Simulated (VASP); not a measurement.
# In (Im-3m) in VASP: a run that goes wrong, beside a sound one

A flawed run on In and a sound one for comparison.

Program: VASP 6.6.1. These are calculated values, not measurements. Logs are shortened: lines on timing, memory, paths and dates and some standing lists are left out, and cuts for length are marked.

## 1. The structure

The structure is cubic, space group Im-3m (No. 229). Conventional cell: a = 3.765 Å, b = 3.765 Å, c = 3.765 Å, α = 90.00°, β = 90.00°, γ = 90.00°. Around In (site symmetry m-3m) lie 8 In at 3.26 Å.

This isn't the form of In at room conditions, which is tetragonal.

## 2. A run with an altered input

File INCAR:

```
  ALGO = Normal
  EDIFF = 1E-7
  EDIFFG = -0.02
  ENCUT = 600
  GGA = ZZ
  IBRION = 2
  ISIF = 3
  ISMEAR = -1
  LASPH = T
  LCHARG = F
  LREAL = F
  LWAVE = F
  NELM = 92
  NSW = 30
  PREC = Accurate
  SIGMA = 0.05
```

File KPOINTS:

```
k-points
0
Gamma
  10 10 10
```

File POSCAR:

```
In
1.0
   -1.8825252400      1.8825252400      1.8825252400
    1.8825252400     -1.8825252400      1.8825252400
    1.8825252400      1.8825252400     -1.8825252400
In
1
Direct
    0.0000000000      0.0000000000      0.0000000000
```

Potentials or basis: VASP PAW LDA potentials, release 64 (In_d).

The run is started by

```console
> cat potpaw_LDA.64/In_d/POTCAR > POTCAR
> mpirun -np 1 vasp_std > vasp.out
```

OUTCAR:

```text
EDIFF = 1E-7
   EDIFFG = -0.02
   ENCUT = 600
   GGA = ZZ
   IBRION = 2
   ISIF = 3
   ISMEAR = -1
   LASPH = T
   LREAL = F
   NELM = 92
   NSW = 30
   PREC = Accurate
```

On the terminal:

```text
POSCAR found type information on POSCAR In
 POSCAR found :  1 types and       1 ions
[... 16 lines left out ...]

1
```

stdout:

```text
POSCAR found type information on POSCAR In
 POSCAR found :  1 types and       1 ions
 scaLAPACK will be used
 -----------------------------------------------------------------------------
|                                                                             |
|     EEEEEEE  RRRRRR   RRRRRR   OOOOOOO  RRRRRR      ###     ###     ###     |
|     E        R     R  R     R  O     O  R     R     ###     ###     ###     |
|     E        R     R  R     R  O     O  R     R     ###     ###     ###     |
|     EEEEE    RRRRRR   RRRRRR   O     O  RRRRRR       #       #       #      |
|     E        R   R    R   R    O     O  R   R                               |
|     E        R    R   R    R   O     O  R    R      ###     ###     ###     |
|     EEEEEEE  R     R  R     R  OOOOOOO  R     R     ###     ###     ###     |
|                                                                             |
|     Error: One of the selected functionals does not exist.                  |
|                                                                             |
|       ---->  I REFUSE TO CONTINUE WITH THIS SICK JOB ... BYE!!! <----       |
|                                                                             |
 -----------------------------------------------------------------------------

1
```

Run time: 0.9 s. Hardware: 1 thread of Intel Xeon Platinum 8559C (Emerald Rapids), shared host.

The program refused the input. What is wrong with the input: unknown functional word (GGA = ZZ; METAGGA = left out).

## 3. Relaxation of cell and atoms, LDA

File INCAR:

```
SYSTEM = In
PREC     = Accurate       ! precision mode
ENCUT    = 600            ! plane-wave cutoff, eV
EDIFF    = 1E-7           ! SCF threshold, eV
ISMEAR   = -1             ! smearing method
SIGMA    = 0.05           ! smearing width, eV
LREAL    = .False.        ! projectors in reciprocal space
LASPH    = .True.         ! aspherical terms in the spheres
NELM     = 80             ! most SCF steps
ALGO     = Normal         ! electronic algorithm
ISIF     = 3              ! what is computed and relaxed
LWAVE    = .False.        ! write WAVECAR
LCHARG   = .False.        ! write CHGCAR
GGA      = CA             ! functional
IBRION   = 2              ! ionic algorithm
NSW      = 40             ! ionic steps
EDIFFG   = -0.02          ! ionic threshold
```

File KPOINTS:

```
Automatic mesh
0
Gamma
  10 10 10
  0 0 0
```

POSCAR is that of step 2.

Potentials or basis: VASP PAW LDA potentials, release 64 (In_d).

The run is started by

```console
> cat potpaw_LDA.64/In_d/POTCAR > POTCAR
> mpirun -np 1 vasp_std > vasp.out
```

Wall time 15 s (1 thread of Intel Xeon Platinum 8559C (Emerald Rapids), shared host); peak memory 0.15 GiB.

It converged, with:

```
Free energy                            : -3.2095 eV
Relaxed volume                         : 24.92 Å³/atom
Relaxed cell                           : a = 3.187 Å, b = 3.187 Å, c = 3.187 Å, α = 109.47°, β = 109.47°, γ = 109.47°
Space group after relaxing (to 0.05 Å) : Im-3m (No. 229)
Energy gained by relaxing              : 17.1 meV/atom
Ionic steps                            : 2
Pressure after relaxing                : -0.1 GPa
Band gap on the k mesh                 : none (metal or under the smearing width)
```

The path:
| step | energy change (eV) | largest force (eV/Å) | pressure (GPa) | volume (Å³) |
| --- | --- | --- | --- | --- |
| 1 | 0.0000 | 0.0000 | -2.81 | 26.69 |
| 2 | -0.0171 | 0.0000 | -0.12 | 24.92 |

Final structure:
```cif
data_structure
_symmetry_space_group_name_H-M 'P 1'
_symmetry_Int_Tables_number 1
_cell_length_a 3.1871
_cell_length_b 3.1871
_cell_length_c 3.1871
_cell_angle_alpha 109.471
_cell_angle_beta 109.471
_cell_angle_gamma 109.471
_cell_volume 24.92
loop_
_atom_site_label
_atom_site_type_symbol
_atom_site_fract_x
_atom_site_fract_y
_atom_site_fract_z
_atom_site_occupancy
In1 In 0.00000 0.00000 0.00000 1
```

Levels at points of the mesh, in eV from the Fermi level:
```tsv
k point	band 2	band 3	band 4	band 5	band 6	band 7	band 8	band 9	band 10
(0.00, 0.00, 0.00)	-14.59	-14.59	-14.27	-14.27	-9.83	11.57	11.57	11.57	13.31
(0.50, 0.00, 0.00)	-14.65	-14.29	-14.27	-14.07	-3.91	-3.30	6.13	7.57	10.56
(0.50, 0.50, 0.50)	-14.72	-14.12	-14.12	-14.12	1.30	1.30	1.30	1.32	5.58
```
